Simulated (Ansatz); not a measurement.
Crystal: MnO.

```
Mn O
1.0
     2.67239    0.00000    0.00000
     0.00000    2.67239    0.00000
     0.00000    0.00000    2.67239
Mn O
1 1
Direct
  0.00000 0.00000 0.00000
  0.50000 0.50000 0.50000
```

Measurements of this composition are mostly on another form, of space group No. 225.

Base run:

| Quantity | Value |
| --- | --- |
| Program | Ansatz 0.2.0 |
| Functional | PBE |
| Potentials or basis | Ansatz PAW |
| Cutoff | 420 eV (not typed: the program's choice for these potentials) |
| k mesh | 10 × 10 × 10 |
| Occupations | fermi-dirac, width 0.05 eV |
| Spin | collinear spin, ferromagnetic start |
| Starting moments | [5.5, 0.0] μB |

Its results: band gap on the k mesh none (metal or under the smearing width); pressure 5.6 GPa.

The run is repeated on the same cell with these changes: spin from collinear spin, ferromagnetic start to no spin polarisation. What comes out?

Band gap on the k mesh none (metal or under the smearing width); pressure -28.1 GPa.

Caveats: semilocal functionals often make such compounds metallic where correlation or magnetic order opens a gap, which also shifts bond lengths; a cell with one magnetic atom can't hold antiferromagnetic order, which such compounds often take (some runs); a pressure of tens of GPa on the cell as given is suspect, and the run, the potentials or the cell itself is likely at fault (some runs); an odd number of electrons without spin polarisation forces a metal (some runs); a magnetic or distorted state may lie lower (some runs).
